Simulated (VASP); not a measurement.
# GaP: optical spectrum

Wanted: where GaP absorbs light, and how strongly it screens. The cell is of the zinc-blende type, one of the forms listed for this formula. The start is a cell from a database of measured crystal structures.

Main program and level: VASP 6.6.1; PBE; plane waves and PAW (Ga_d, P), in the first sound run; inputs show where later runs differ.

Report form: the programs' logs are mostly left out.

### Step 1. The structure

The structure is cubic, space group F-43m (No. 216). Conventional cell: a = 5.451 Å, b = 5.451 Å, c = 5.451 Å, α = 90.00°, β = 90.00°, γ = 90.00°. Nearest to Ga lie 4 P at 2.36 Å. Nearest to P lie 4 Ga at 2.36 Å. Farther neighbours are not listed.

Structure file:

```cif
data_structure
_symmetry_space_group_name_H-M 'P 1'
_symmetry_Int_Tables_number 1
_cell_length_a 3.8541
_cell_length_b 3.8541
_cell_length_c 3.8541
_cell_angle_alpha 60.000
_cell_angle_beta 60.000
_cell_angle_gamma 60.000
_cell_volume 40.48
loop_
_atom_site_label
_atom_site_type_symbol
_atom_site_fract_x
_atom_site_fract_y
_atom_site_fract_z
_atom_site_occupancy
Ga1 Ga 0.00000 0.00000 0.00000 1
P2 P 0.75000 0.75000 0.75000 1
```

### Step 2. Ground state

The ground state comes first.

INCAR

```
SYSTEM = GaP
PREC = Accurate
ENCUT = 400
EDIFF = 1E-07
NELM = 100
ISMEAR = 0
SIGMA = 0.05
LREAL = .FALSE.
ALGO = Normal
GGA = PE
NBANDS = 15
LORBIT = 11
LWAVE = .FALSE.
LCHARG = .FALSE.
KPAR = 4
```

POSCAR

```
GaP
1.0
    0.0000000000      2.7252500000      2.7252500000
    2.7252500000      0.0000000000      2.7252500000
    2.7252500000      2.7252500000      0.0000000000
Ga P
1 1
Direct
    0.0000000000      0.0000000000      0.0000000000
    0.7500000000      0.7500000000      0.7500000000
```

KPOINTS

```
Automatic mesh
0
Gamma
7 7 7
0 0 0
```

Potentials, in the order of the species: Ga_d and P (PBE family, release 64).

Started as:

```console
mpirun -np 4 vasp_std
```

The job ended after 3.2 s (4 MPI ranks of AMD EPYC 9R45, shared host; peak memory 0.52 GiB).

The gap is read on the k-mesh alone, so it is an upper bound where the band edges lie off the mesh.

This step gave:

* free energy (TOTEN): -9.109 eV
* Fermi energy: 4.865 eV
* pressure: 2.287 GPa
* gap on the k-mesh: 1.587 eV
* least direct gap on the k-mesh: 1.823 eV

The cell has a gap of 1.59 eV on this mesh and a pressure of +2.3 GPa, which holds the misfit of the given cell and coordinates with this functional, and any error of cutoff, mesh and data sets. Spin-orbit coupling is left out, which can shift or reorder these edges.

### Step 3. Spectrum

LOPTICS sums the direct transitions; the mesh is finer and NBANDS larger than for the ground state.

INCAR, as its differences from that of step 2:

```diff
@@ -10,4 +10,3 @@
 GGA = PE
-NBANDS = 15
-LORBIT = 11
+NBANDS = 28
 LWAVE = .FALSE.
@@ -15 +14,4 @@
 KPAR = 4
+LOPTICS = .TRUE.
+NEDOS = 2000
+CSHIFT = 0.2
```

POSCAR is that of step 2.

KPOINTS

```
Automatic mesh
0
Gamma
11 11 11
0 0 0
```

Started as:

```console
mpirun -np 4 vasp_std
```

Wall time 11 s (4 MPI ranks); peak memory 0.74 GiB.

These are independent-particle spectra without excitons or local fields, and fine structure depends on the mesh and on CSHIFT.

This step gave:

| Item | Value |
| --- | --- |
| free energy (TOTEN) | -9.115 eV |
| Fermi energy | 4.864 eV |
| pressure | 2.283 GPa |
| gap on the k-mesh | 1.605 eV |
| least direct gap on the k-mesh | 1.824 eV |

The imaginary dielectric function, xx has structure finer than the step of the table below, so its rows give means over 1 eV, whole bins alone (the curve runs from 0 to 25.0 eV). Peaks (eV: height): 4.4: 26.7, 5.3: 18.0.

Absorption under the direct gap is the tail of the CSHIFT broadening, and fine structure depends on the mesh. Table of imaginary dielectric function, xx by photon energy; means over each step:

```csv
photon energy (eV),"imaginary dielectric function, xx"
1,0.348
2,2.05
3,9.11
4,18.4
5,16.4
6,9.07
7,5.29
8,3.09
9,2.18
10,1.54
11,1.02
12,0.735
13,0.521
14,0.367
15,0.304
16,0.235
17,0.240
18,0.238
19,0.228
20,0.212
21,0.168
22,0.132
23,0.127
24,0.114
```

The real dielectric function, xx by photon energy:

```csv
photon energy (eV),"real dielectric function, xx"
0,11.0
1,11.7
2,14.2
3,14.0
4,14.2
5,0.974
6,-6.96
7,-4.47
8,-3.20
9,-2.44
10,-2.12
11,-1.70
12,-1.14
13,-0.789
14,-0.516
15,-0.233
16,-0.0674
17,0.110
18,0.161
19,0.254
20,0.327
21,0.357
22,0.421
23,0.487
24,0.525
```

### Step 4. Static response with local fields

Perturbation theory (LEPSILON) gives the dielectric tensor with local fields, and the Born charges.

INCAR

```
SYSTEM = GaP
PREC = Accurate
ENCUT = 400
EDIFF = 1E-08
NELM = 100
ISMEAR = 0
SIGMA = 0.01
LREAL = .FALSE.
ALGO = Normal
GGA = PE
NBANDS = 15
LWAVE = .FALSE.
LCHARG = .FALSE.
KPAR = 4
LEPSILON = .TRUE.
```

POSCAR is that of step 3.

KPOINTS is that of step 3.

Started as:

```console
mpirun -np 4 vasp_std
```

Wall time 2 min (4 MPI ranks); peak memory 1.4 GiB; 7.9 min of CPU time.

Energies printed during the response cycles are not total energies of the cell. The dielectric response converges more slowly with the mesh than energies do, so tensor and charges may still move on a finer one.

This step gave:

- Fermi energy: 4.774 eV
- pressure: 2.286 GPa
- gap on the k-mesh: 1.604 eV

Electronic dielectric tensor with local fields:

```
10.52  0.00  0.00
 0.00 10.52  0.00
 0.00  0.00 10.52
```

Born effective charge (e), principal values of the symmetric part by kind of site:

```csv
atom,atoms with these values,low,middle,high,mean
Ga1,1,2.17,2.17,2.17,2.17
P2,1,-2.17,-2.17,-2.17,-2.17
```

In full for P2:

```
-2.17  0.00  0.00
 0.00 -2.17  0.00
 0.00  0.00 -2.17
```

Piezoelectric tensor with clamped ions (C/m²), by row:

```csv
field,xx,yy,zz,xy,yz,zx
x,0,0,0,0,0.7949,0
y,0,0,0,0,0,0.7949
z,0,0,0,0.7949,0,0
```

The mean electronic (clamped-ion) dielectric constant is 10.5.

### Step 5. Spectrum at r2SCAN

This step: r2SCAN; plane waves and PAW (Ga_d, P) (VASP 6.6.1).

The spectrum is made again with r2SCAN.

INCAR

```
SYSTEM = GaP
PREC = Accurate
ENCUT = 400
EDIFF = 1E-07
NELM = 100
ISMEAR = 0
SIGMA = 0.05
LREAL = .FALSE.
ALGO = Normal
METAGGA = R2SCAN
LASPH = .TRUE.
NBANDS = 28
LWAVE = .FALSE.
LCHARG = .FALSE.
KPAR = 4
LOPTICS = .TRUE.
NEDOS = 2000
CSHIFT = 0.2
```

POSCAR is that of step 4.

KPOINTS is that of step 4.

Started as:

```console
mpirun -np 4 vasp_std
```

The job ended after 43 s (4 MPI ranks; peak memory 0.77 GiB; 2.8 min of CPU time).

The PAW data sets were made with PBE, which is usual practice but a small mismatch for other functionals.

This step gave:

```yaml
free_energy_toten: -21.46 eV
fermi_energy: 4.678 eV
pressure: -0.2306 GPa
gap_on_the_k_mesh: 1.867 eV
least_direct_gap_on_the_k_mesh: 2.344 eV
```

The imaginary dielectric function, xx has structure finer than the step of the table below, so its rows give means over 1 eV, whole bins alone (the curve runs from 0 to 25.0 eV). Peaks (eV: height): 4.8: 24.7, 5.6: 17.1.

Absorption under the direct gap is the tail of the CSHIFT broadening, and fine structure depends on the mesh. Table of imaginary dielectric function, xx by photon energy; means over each step:

```csv
photon energy (eV),"imaginary dielectric function, xx"
1,0.195
2,0.808
3,5.33
4,12.3
5,18.2
6,12.7
7,6.00
8,3.81
9,2.52
10,1.89
11,1.29
12,0.831
13,0.624
14,0.471
15,0.331
16,0.289
17,0.228
18,0.242
19,0.233
20,0.220
21,0.201
22,0.154
23,0.127
24,0.121
```

Real dielectric function, xx against photon energy:

```csv
photon energy (eV),"real dielectric function, xx"
0,9.59
1,10.0
2,11.8
3,16.3
4,14.7
5,-3.11
6,-5.86
7,-4.35
8,-3.83
9,-2.86
10,-2.10
11,-1.68
12,-1.19
13,-0.942
14,-0.643
15,-0.357
16,-0.185
17,0.0180
18,0.164
19,0.216
20,0.273
21,0.357
22,0.383
23,0.440
24,0.503
```

### Step 6. Results

```yaml
pbe_independent_particles: eps xx at zero frequency 11.0, centre of weight of eps2 xx, over the range kept, at 5.68 eV, mesh 11×11×11
r2scan_independent_particles: eps xx at zero frequency 9.59, centre of weight of eps2 xx, over the range kept, at 6.18 eV, mesh 11×11×11
pbe_with_local_fields: eps 10.5, 10.5, 10.5
```

**Reading.** Local fields, and the bands above those summed, take the mean static value from 11.0 to 10.5. Excitons and quasiparticle shifts are absent, so the onset can't be set against measurement and its shape can differ. Spin-orbit coupling is left out; with Ga in the cell it can split or shift band edges, by an amount that depends on which atoms form them and isn't tested here.

[Lines on the potential files, build, host, timing and source positions are cut from VASP's logs without a mark.]

[Logs are printed without paths, hosts, clocks, repeated set-up lines and the standing remarks that a program may print on its own settings, such as how far it seeks lower states.]

[Hosts, paths, dates, database ids (printed as entryN), source tags and the programs' standing remarks are cut or masked in the printed files.]
